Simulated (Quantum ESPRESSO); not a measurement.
Crystal: Na.

```xyz
1
Lattice="-2.1410 2.1410 2.1410 2.1410 -2.1410 2.1410 2.1410 2.1410 -2.1410" Properties=species:S:1:pos:R:3 pbc="T T T"
Na    0.0000    0.0000    0.0000
```

| Property | Result |
| --- | --- |
| Program | Quantum ESPRESSO 7.5 |
| Task | relaxation of cell and atoms |
| Functional | PBEsol |
| Dispersion | rVV10 |
| Potentials or basis | PseudoDojo 0.4.1 SR PBE standard |
| Cutoff | 1197 eV |
| Density cutoff | 4789 eV |
| k mesh | 9 × 9 × 9 |
| Occupations | fermi-dirac, width 0.05 eV |
| Spin | no spin polarisation |

At the start: pressure -0.7 GPa; volume 39.26 Å³/atom.

Q: How do energy, volume and symmetry change on relaxing?

A: Over 13 steps the energy falls by 9.7 meV/atom and the volume is 34.91 Å³/atom (-11.1 %); space group Im-3m (No. 229, to 0.05 Å).

Step by step:
```
step  energy change (eV)  largest force (eV/Å)  pressure (GPa)  volume (Å³)
   1              0.0000                0.0000           -0.73        39.26
   2             -0.0009                0.0000           -0.70        39.05
   3             -0.0026                0.0000           -0.64        38.64
   4             -0.0048                0.0000           -0.55        38.06
   5             -0.0069                0.0000           -0.43        37.35
   6             -0.0087                0.0000           -0.27        36.54
   7             -0.0097                0.0000           -0.09        35.68
   8             -0.0096                0.0000            0.11        34.82
   9             -0.0096                0.0000            0.11        34.82
  10             -0.0096                0.0000            0.11        34.84
  11             -0.0096                0.0000            0.10        34.86
  12             -0.0097                0.0000            0.10        34.88
  13             -0.0097                0.0000            0.09        34.91
```

Final structure:
```cif
data_structure
_symmetry_space_group_name_H-M 'P 1'
_symmetry_Int_Tables_number 1
_cell_length_a 3.5661
_cell_length_b 3.5661
_cell_length_c 3.5661
_cell_angle_alpha 109.471
_cell_angle_beta 109.471
_cell_angle_gamma 109.471
_cell_volume 34.91
loop_
_atom_site_label
_atom_site_type_symbol
_atom_site_fract_x
_atom_site_fract_y
_atom_site_fract_z
_atom_site_occupancy
Na1 Na 0.00000 0.00000 0.00000 1
```

Caveat: the potentials were made for another functional, which shifts forces and pressure; rVV10's parameter b was fitted to another functional.
